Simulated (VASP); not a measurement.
A run of VASP 6.6.1:

INCAR

```
SYSTEM = GeS
ALGO     = Normal         ! electronic algorithm
EDIFF    = 1E-7           ! SCF threshold, eV
EDIFFG   = -0.005         ! ionic threshold
ENCUT    = 600            ! plane-wave cutoff, eV
IBRION   = 2              ! ionic algorithm
ISIF     = 3              ! what is computed and relaxed
ISMEAR   = 0              ! smearing method
KPAR     = 2            
LASPH    = .True.         ! aspherical terms in the spheres
LCHARG   = .False.        ! write CHGCAR
LREAL    = .False.        ! projectors in reciprocal space
LWAVE    = .False.        ! write WAVECAR
NELM     = 80             ! most SCF steps
NSW      = 90             ! ionic steps
PREC     = Accurate       ! precision mode
SIGMA    = 0.03           ! smearing width, eV
```

The input KPOINTS:

```
k-points
0
Gamma
  4 8 6
  0 0 0
```

POSCAR

```
GeS                                     
1.0
   10.1826498739      0.0000000000      0.0000000000
    0.0000000000      3.6426021217     -0.0000000000
    0.0000000000     -0.0000000000      4.0946724843
  Ge              S             
     4     4
Direct
     0.1180518204145250    0.2500000000000000    0.1197509982858961
     0.3819481795854749    0.7500000000000000    0.6197509982858960
     0.6180518204145249    0.2500000000000000    0.3802490017141039
     0.8819481795854751    0.7500000000000000    0.8802490017141040
     0.8528480708976802    0.2500000000000000    0.4931517372104861
     0.6471519291023198    0.7500000000000000    0.9931517372104861
     0.3528480708976801    0.2500000000000000    0.0068482627895141
     0.1471519291023199    0.7500000000000000    0.5068482627895139
```

Potentials or basis: VASP PAW LDA potentials, release 64 (Ge_d, S).

Launch:

```bash
$ cat potpaw_LDA.64/Ge_d/POTCAR potpaw_LDA.64/S/POTCAR > POTCAR
$ mpirun -np 2 vasp_std > vasp.out
```

Hardware: 2 MPI ranks on Intel(R) Xeon(R) 6975P-C (Granite Rapids), on a shared host.

Problem. How long does it take, and how much memory?

Solution. It took 7.2 min on 2 MPI ranks on Intel(R) Xeon(R) 6975P-C (Granite Rapids), with other jobs on the host, peak memory 0.5 GiB a rank. Counts: scf iterations 60, k points 60, ion steps 9.
